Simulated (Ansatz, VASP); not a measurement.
**KBr: VASP beside Ansatz**

```
K Br
1.0
     0.00000    3.34649    3.34649
     3.34649    0.00000    3.34649
     3.34649    3.34649    0.00000
K Br
1 1
Direct
  0.00000 0.00000 0.00000
  0.50000 0.50000 0.50000
```

Change from the starting cell: volume scaled by 1.05.

Alike in both runs: task single point; functional PBE; k mesh 7 × 7 × 7; occupations fermi-dirac, width 0.01 eV; no spin polarisation.

|  | VASP | Ansatz |
| --- | --- | --- |
| version | VASP 6.6.1 | Ansatz 0.2.0 |
| potentials or method | VASP PAW PBE potentials, release 64 (K_sv, Br), cutoff 520 eV | all-electron LAPW, scalar-relativistic |

```csv
,VASP,Ansatz,Ansatz less VASP
gap on the k mesh at the Fermi level (eV),4.32,4.33,+0.001
pressure (GPa),0.1,0.1,-0.03
```

Ansatz ran all-electron here, so the differences hold the error of VASP's frozen core and of both bases.

Caveats: an odd mesh through Γ misses points on the zone boundary, where band edges often lie.
